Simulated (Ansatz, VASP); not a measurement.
# Be: VASP beside Ansatz

POSCAR

```
Be
1.0
   -1.2508581170      1.2508581170      1.2508581170
    1.2508581170     -1.2508581170      1.2508581170
    1.2508581170      1.2508581170     -1.2508581170
Be
1
Direct
    0.0000000000      0.0000000000      0.0000000000
```

Contents of INCAR.step1:

```
SYSTEM = Be
PREC     = Accurate       ! precision mode
ENCUT    = 520            ! plane-wave cutoff, eV
ISMEAR   = -1             ! smearing method
SIGMA    = 0.1            ! smearing width, eV
LREAL    = .False.        ! projectors in reciprocal space
LASPH    = .True.         ! aspherical terms in the spheres
NELM     = 80             ! most SCF steps
NBANDS   = 7              ! bands
GGA      = PE             ! functional
ALGO     = Normal         ! electronic algorithm
EDIFF    = 1E-4           ! SCF threshold, eV
LWAVE    = .True.         ! write WAVECAR
LCHARG   = .False.        ! write CHGCAR
```

The input INCAR.step2:

```
SYSTEM = Be
PREC     = Accurate       ! precision mode
ENCUT    = 520            ! plane-wave cutoff, eV
EDIFF    = 1E-6           ! SCF threshold, eV
ISMEAR   = -1             ! smearing method
SIGMA    = 0.1            ! smearing width, eV
LREAL    = .False.        ! projectors in reciprocal space
LASPH    = .True.         ! aspherical terms in the spheres
NELM     = 80             ! most SCF steps
ALGO     = Normal         ! electronic algorithm
ISIF     = 2              ! what is computed and relaxed
LWAVE    = .False.        ! write WAVECAR
LCHARG   = .False.        ! write CHGCAR
METAGGA  = R2SCAN         ! meta-GGA
LMIXTAU  = .True.       
NBANDS   = 7              ! bands
ISTART   = 1
```

The input KPOINTS:

```
regular mesh
0
Gamma
  20 20 20
  0 0 0
```

Input for Ansatz:

```yaml
crystal:
  lattice:
    - [-1.250858117, 1.250858117, 1.250858117]
    - [1.250858117, -1.250858117, 1.250858117]
    - [1.250858117, 1.250858117, -1.250858117]
  atoms:
    - { symbol: Be, position: [0.0, 0.0, 0.0] }
hamiltonian:
  xc: r2scan
  pseudopotentials:
    kind: paw
    azcp:
      Be: "pseudopotentials/Be.paw.azcp"
basis:
  ecutwfc: 500
  fft_grid_basis: typed
kpoints:
  mp_grid: { grid: [20, 20, 20], shift: [0, 0, 0] }
magnetization:
  spin_polarized: false
scf:
  occupations: { method: fermi_dirac, width: 0.1 }
  lower_state_search: "off"
output:
  stress: true
```

Alike in both runs: task single point; functional r2SCAN; k mesh 20 × 20 × 20; occupations fermi-dirac, width 0.1 eV; no spin polarisation.

|  | VASP | Ansatz |
| --- | --- | --- |
| version | VASP 6.6.1 | Ansatz 0.2.0 |
| potentials or method | VASP PAW PBE potentials, release 64 (Be) | plane waves (500 eV) with PAW, scalar-relativistic |
| plane-wave cutoff (eV) | 520 | 500 |
| valence electrons in the cell | 2 | 2 |

|  | VASP | Ansatz | Ansatz less VASP |
| --- | --- | --- | --- |
| pressure (GPa) | 0.0 | -0.1 | -0.17 |

Caveats: the PAW data sets were made with another functional, which shifts forces and pressure a little (VASP).
